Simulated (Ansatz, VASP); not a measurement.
# InP: VASP beside Ansatz, part 2 of 2

One calculation is typed for both programs; each brings its own data sets. How far apart do they land? The cell is taken from a series of runs on this material, whose earlier steps may have relaxed, scaled, displaced or heated it; both programs get it as it stands.

VASP 6.6.1 and Ansatz 0.2.0.

So far: The structure; Ansatz: relaxation of cell and atoms, r2SCAN.

**3. VASP: relaxation of cell and atoms, r2SCAN**

Level of this step: r2SCAN; plane waves and PAW (P, In_d) (VASP).

The same cell, functional and mesh now go to VASP, with its own data sets.

Lines of VASP's logs that name or quote its potential files are left out, and so is its time.

File INCAR:

```
SYSTEM = InP
PREC = Accurate
ENCUT = 550
EDIFF = 1E-07
NELM = 120
ISMEAR = 0
SIGMA = 0.01
LREAL = .FALSE.
ALGO = Normal
METAGGA = R2SCAN
LASPH = .TRUE.
NBANDS = 15
LORBIT = 11
LWAVE = .FALSE.
LCHARG = .FALSE.
ISIF = 3
IBRION = 2
NSW = 80
EDIFFG = -0.005
GGA_COMPAT = .FALSE.
NELMIN = 4
EFERMI = MIDGAP
LMIXTAU = .TRUE.
```

File POSCAR:

```
InP
1.0
    0.0000000000      2.9538440000      2.9538440000
    2.9538440000      0.0000000000      2.9538440000
    2.9538440000      2.9538440000      0.0000000000
P In
1 1
Direct
    0.0000000000      0.0000000000      0.0000000000
    0.2500000000      0.2500000000      0.2500000000
```

File KPOINTS:

```
Automatic mesh
0
Gamma
8 8 8
0 0 0
```

PAW data sets: P and In_d (PBE family, release 64).

Started as:

```
$ mpirun -np 1 vasp_std
```

Numbers of over 12 decimals in the logs are rounded to 6 here.

Output:

```text
[banner, memory and clock lines left out]
running    1 mpi-ranks, on    1 nodes
 distrk:  each k-point on    1 cores,    1 groups
 distr:  one band on    1 cores,    1 groups

 POSCAR found type information on POSCAR P In
 POSCAR found :  2 types and       2 ions
|                                                                             |
|               ----> ADVICE to this user running VASP <----                  |
|                                                                             |
|     You enforced a specific xc type in the INCAR file but a different       |
|     [... a line on the potential file left out ...]
|     I HOPE YOU KNOW WHAT YOU ARE DOING!                                     |
|                                                                             |

 LDA part: xc-table for (None), standard interpolation
 POSCAR, INCAR and KPOINTS ok, starting setup
 FFT: planning ... GRIDC
 FFT: planning ... GRID_SOFT
 FFT: planning ... GRID
 WAVECAR not read
 entering main loop
       N       E                     dE             d eps       ncg     rms          rms(c)
DAV:   1     0.878060227710E+02    0.87806E+02   -0.92673E+03   870   0.143E+03
DAV:   2    -0.278738547247E+02   -0.11568E+03   -0.11015E+03   926   0.329E+02
DAV:   3    -0.357003293219E+02   -0.78265E+01   -0.77833E+01  1143   0.834E+01
DAV:   4    -0.358962247276E+02   -0.19590E+00   -0.19581E+00  1069   0.144E+01
DAV:   5    -0.359057705668E+02   -0.95458E-02   -0.95456E-02  1406   0.280E+00    0.740E+00
DAV:   6    -0.322834084629E+02    0.36224E+01   -0.21030E+00  1052   0.335E+01    0.394E+00
DAV:   7    -0.323006302431E+02   -0.17222E-01   -0.65067E-01   954   0.112E+01    0.231E+00
DAV:   8    -0.322261983642E+02    0.74432E-01   -0.33597E-01   891   0.711E+00    0.130E+00
DAV:   9    -0.322351290677E+02   -0.89307E-02   -0.26208E-01   884   0.515E+00    0.559E-01
DAV:  10    -0.321998165928E+02    0.35312E-01   -0.26017E-02   870   0.159E+00    0.236E-01
DAV:  11    -0.322969486882E+02   -0.97132E-01   -0.63865E-02   870   0.236E+00    0.150E-01
DAV:  12    -0.322948217839E+02    0.21269E-02   -0.25481E-03  1186   0.592E-01    0.833E-02
DAV:  13    -0.322976766796E+02   -0.28549E-02   -0.18846E-03   898   0.455E-01    0.691E-02
DAV:  14    -0.322976143619E+02    0.62318E-04   -0.91168E-05  1206   0.109E-01    0.475E-02
DAV:  15    -0.322976749818E+02   -0.60620E-04   -0.93187E-05   912   0.105E-01    0.739E-03
DAV:  16    -0.322976764576E+02   -0.14758E-05   -0.25027E-05   954   0.528E-02    0.553E-03
DAV:  17    -0.322976784136E+02   -0.19560E-05   -0.65289E-07  1187   0.657E-03    0.656E-03
DAV:  18    -0.322976882646E+02   -0.98510E-05   -0.54540E-06   926   0.271E-02    0.843E-03
DAV:  19    -0.322976931909E+02   -0.49263E-05   -0.29791E-06   905   0.266E-02    0.696E-03
DAV:  20    -0.322976931076E+02    0.83298E-07   -0.17062E-07  1058   0.510E-03
   1 F= -.32297693E+02 E0= -.32297693E+02  d E =-.322977E+02
 curvature:   0.00 expect dE= 0.000E+00 dE for cont linesearch  0.000E+00
 trial: gam= 0.00000 g(F)=  0.116E-46 g(S)=  0.112E-03 ort = 0.000E+00 (trialstep = 0.100E+01)
 search vector abs. value=  0.112E-03
 bond charge predicted
       N       E                     dE             d eps       ncg     rms          rms(c)
DAV:   1    -0.322989598984E+02   -0.12667E-02   -0.30174E-02  1101   0.354E+00    0.265E-01
DAV:   2    -0.322978624992E+02    0.10974E-02   -0.21505E-03  1094   0.111E+00    0.823E-02
DAV:   3    -0.322977093784E+02    0.15312E-03   -0.36935E-04  1080   0.453E-01    0.426E-02
DAV:   4    -0.322977121076E+02   -0.27292E-05   -0.11595E-04   912   0.117E-01    0.411E-02
DAV:   5    -0.322977316729E+02   -0.19565E-04   -0.23318E-05   940   0.521E-02    0.117E-02
DAV:   6    -0.322977105002E+02    0.21173E-04   -0.27558E-05   899   0.651E-02    0.138E-02
DAV:   7    -0.322977303021E+02   -0.19802E-04   -0.15215E-05   877   0.444E-02    0.105E-02
DAV:   8    -0.322977288900E+02    0.14121E-05   -0.14951E-06   926   0.139E-02    0.220E-03
DAV:   9    -0.322977309225E+02   -0.20324E-05   -0.12770E-06   976   0.120E-02    0.192E-03
DAV:  10    -0.322977307876E+02    0.13490E-06   -0.25082E-07   996   0.567E-03    0.181E-03
DAV:  11    -0.322977308804E+02   -0.92815E-07   -0.16202E-08   540   0.125E-03
   2 F= -.32297731E+02 E0= -.32297731E+02  d E =-.377727E-04
 trial-energy change:   -0.000038  1 .order   -0.000028   -0.000112    0.000056
 step:   0.7347(harm=  0.6664)  dis= 0.00000  next Energy=   -32.297738 (dE=-0.450E-04)
 bond charge predicted
       N       E                     dE             d eps       ncg     rms          rms(c)
DAV:   1    -0.322978260596E+02   -0.95272E-04   -0.21310E-03  1101   0.944E-01    0.695E-02
DAV:   2    -0.322977512282E+02    0.74831E-04   -0.15081E-04  1087   0.293E-01    0.217E-02
DAV:   3    -0.322977388340E+02    0.12394E-04   -0.26482E-05  1101   0.121E-01    0.113E-02
DAV:   4    -0.322977383501E+02    0.48390E-06   -0.74593E-06   898   0.293E-02    0.113E-02
DAV:   5    -0.322977378426E+02    0.50752E-06   -0.14017E-06   940   0.121E-02    0.324E-03
DAV:   6    -0.322977377140E+02    0.12858E-06   -0.15868E-06   899   0.156E-02    0.393E-03
DAV:   7    -0.322977382427E+02   -0.52869E-06   -0.11001E-06   870   0.120E-02    0.264E-03
DAV:   8    -0.322977382355E+02    0.72064E-08   -0.20349E-07   890   0.530E-03
   3 F= -.32297738E+02 E0= -.32297738E+02  d E =-.451279E-04
 curvature:  -0.32 expect dE=-0.866E-07 dE for cont linesearch -0.866E-07
 trial: gam= 0.00000 g(F)=  0.273E-47 g(S)=  0.271E-06 ort =-0.551E-05 (trialstep = 0.947E+00)
 search vector abs. value=  0.271E-06
 reached required accuracy - stopping structural energy minimisation
```

Parts of OUTCAR (step 3):

```text
ion  position               nearest neighbor table
   1  0.000  0.000  0.000-   2 2.56   2 2.56   2 2.56   2 2.56
   2  0.250  0.250  0.250-   1 2.56   1 2.56   1 2.56   1 2.56

  LATTYP: Found a face centered cubic cell.
 ALAT       =     5.9076880000

 Subroutine GETGRP returns: Found 24 space group operations
 (whereof 24 operations were pure point group operations)

The static configuration has the point symmetry T_d .

 Found     29 irreducible k-points:

   k-points           NKPTS =     29   k-points in BZ     NKDIM =     29   number of bands    NBANDS=     15

   dimension x,y,z NGX =    32 NGY =   32 NGZ =   32
   dimension x,y,z NGXF=    64 NGYF=   64 NGZF=   64

   ENCUT  =  550.0 eV  40.42 Ry    6.36 a.u.   7.99  7.99  7.99*2*pi/ulx,y,z

   NELECT =      18.0000    total number of electrons

 k-points in reciprocal lattice and weights: Automatic mesh
   0.00000000  0.00000000  0.00000000       0.002
   0.12500000  0.00000000  0.00000000       0.016
   0.25000000  0.00000000  0.00000000       0.016
   0.37500000  0.00000000  0.00000000       0.016
   0.50000000  0.00000000  0.00000000       0.008
   0.12500000  0.12500000  0.00000000       0.012
   0.25000000  0.12500000  0.00000000       0.047
   0.37500000  0.12500000  0.00000000       0.047
   0.50000000  0.12500000  0.00000000       0.047
[...]
-0.37500000  0.50000000  0.12500000       0.023
  -0.25000000  0.50000000  0.25000000       0.012

 average (electrostatic) potential at core
       1 -85.9625       2-101.4400

 E-fermi :   5.2968

 k-point     1 :       0.0000    0.0000    0.0000
  band No.  band energies     occupation
    ...
      5      -9.6715      2.00000
      6      -7.0732      2.00000
      7       4.7758      2.00000
      8       4.7758      2.00000
      9       4.7758      2.00000
     10       5.8178      0.00000
     11       9.2161      0.00000
     12       9.2161      0.00000
     13       9.2161      0.00000
     14      13.7864      0.00000
    ...

 k-point     2 :       0.1250    0.0000    0.0000
  band No.  band energies     occupation
    ...
      5      -9.6714      2.00000
      6      -6.8911      2.00000
      7       3.2796      2.00000
      8       4.5913      2.00000
      9       4.5913      2.00000
     10       6.7258      0.00000
     11       9.3617      0.00000
     12       9.4969      0.00000
     13       9.4969      0.00000
     14      14.0204      0.00000
    ...

 k-point     3 :       0.2500    0.0000    0.0000
  band No.  band energies     occupation
    ...
      5      -9.6690      2.00000
      6      -6.3852      2.00000
      7       1.3341      2.00000
      8       4.2192      2.00000
      9       4.2192      2.00000
     10       6.8876      0.00000
     11       9.9253      0.00000
     12       9.9253      0.00000
     13      10.4657      0.00000
     14      13.8014      0.00000
    ...

  Total        0.0019361      0.0019361      0.0019361     -0.0000000     -0.0000000     -0.0000000
  in kB        0.0603036      0.0603036      0.0603036     -0.0000000     -0.0000000     -0.0000000
  external PRESSURE =       0.0603036 kB  Pullay stress =       0.0000000 kB

  energy-cutoff  :      550.00
  volume of cell :       51.44
      direct lattice vectors                 reciprocal lattice vectors
     0.000000000  2.951784824  2.951784824    -0.169389041  0.169389041  0.169389041
     2.951784824  0.000000000  2.951784824     0.169389041 -0.169389041  0.169389041
     2.951784824  2.951784824  0.000000000     0.169389041  0.169389041 -0.169389041

 POSITION                                       TOTAL-FORCE (eV/Angst)
 -----------------------------------------------------------------------------------
      0.00000      0.00000      0.00000         0.000000      0.000000      0.000000
      1.47589      1.47589      1.47589        -0.000000     -0.000000     -0.000000
 -----------------------------------------------------------------------------------
    total drift:                                0.000000      0.000000      0.000000

  FREE ENERGIE OF THE ION-ELECTRON SYSTEM (eV)
  ---------------------------------------------------
  free  energy   TOTEN  =       -32.2977382355 eV

  energy  without entropy=      -32.2977382355  energy(sigma->0) =      -32.29773824

 reached required accuracy - stopping structural energy minimisation

 total charge
# of ion       s       p       d       tot
------------------------------------------
    1        1.018   1.505   0.000   2.523
    2        0.816   0.782   9.901  11.498
--------------------------------------------------
tot          1.834   2.287   9.901  14.021

[... 3 further parts left out ...]
```

**4. Differences**

Known differences besides the potentials themselves: VASP keeps PBE cores, Ansatz makes them for the functional; fixed occupations in Ansatz, narrow Gaussian smearing in VASP; the cutoff is 500 eV in Ansatz and 550 eV in VASP; Ansatz adds a Pulay correction to the stress that steers its cell, VASP none. Total energies have different zeros and are not compared.

Compared:

| quantity | Ansatz | VASP | difference |
| --- | --- | --- | --- |
| volume (Å³) | 51.55 | 51.44 | +0.21 % |
| edge a after relaxation, in the typed setting (Å) | 4.177 | 4.175 | +0.07 % |

**5. What came out**

```
difference in volume (relaxation of cell and atoms, r2SCAN) : 0.21 %
```

**Reading.** The difference in volume is 0.21 % (relaxation of cell and atoms, r2SCAN), within the 1.2 % picked in this series as the mark of a large difference, as far as the stopping tolerances let one tell. 1 further run of this series is not shown here. How closely two codes agree says nothing of how well the functional describes the real material.

[Lines on the potential files, build, host, timing and source positions are cut from VASP's logs without a mark.]

[Logs are printed without paths, hosts, clocks, repeated set-up lines and the standing remarks that a program may print on its own settings, such as how far it seeks lower states.]

[Hosts, paths, dates, database ids (printed as entryN), source tags and the programs' standing remarks are cut or masked in the printed files.]
